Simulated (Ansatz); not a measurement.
# ZnS: band gap against volume per atom

All results are calculated (Ansatz 0.2.0). Periodic Kohn-Sham DFT of a crystal at fixed atoms; Kohn-Sham levels at symmetry points; band -1 is the highest filled and +1 the lowest empty one at that point, spin up along a +z start moment.

Cell of the first row (space group F-43m, No. 216):
```
cell vectors (Å)
   0.0000     2.6494     2.6494
   2.6494     0.0000     2.6494
   2.6494     2.6494     0.0000
atoms (fractions of the cell vectors)
Zn  0.00000  0.00000  0.00000
S   0.75000  0.75000  0.75000
```

Settings of every row: method all-electron LAPW; functional PBE; relativity scalar; k mesh 8x8x8; filling fermi-dirac; smearing width 0.01 eV; basis error target 0.25 meV/atom; nucleus gaussian.

Atom start moment: 0 on all atoms.

Limits: semilocal functionals tend to give too small a gap.

| row | volume per atom (Å³) | band gap (eV) | smallest direct gap on path (eV) |
| --- | --- | --- | --- |
| 1 | 18.598 | 2.372 | 2.372 |
| 2 | 18.993 | 2.278 | 2.278 |
| 3 | 19.389 | ? | ? |
| 4 | 19.587 | 2.143 | 2.143 |
| 5 | 19.785 | 2.1 | 2.1 |
| 6 | 19.983 | 2.057 | 2.057 |
| 7 | 20.181 | 2.014 | 2.014 |
| 8 | 20.576 | 1.931 | 1.931 |
| 9 | 20.972 | 1.851 | 1.851 |

Question: what band gap should row 3 give?

Worked fit of band gap. Take t = volume per atom − 20, in Å³. The shown rows have t = -1.402, -1.007, -0.413, -0.215, -0.017, 0.181, 0.576, 0.972. Least squares give band gap = 2.0528 − 0.21577 × t + 0.0083 × t² eV; a straight line predicts inner rows, each left out in turn, worse (root mean square 0.0037 against 0.00053 eV). The rows lie off it by 0.000, 0.000, 0.000, 0.000, 0.001, 0.000, 0.000, 0.000. The withheld row has t = -0.611, so the fit gives 2.0528 − 0.21577 × (-0.611) + 0.0083 × (-0.611)² = 2.188 eV.

The calculation gave 2.188 eV. The fit meets it to the printed digit.

The other values of row 3: smallest direct gap on path 2.188 eV.
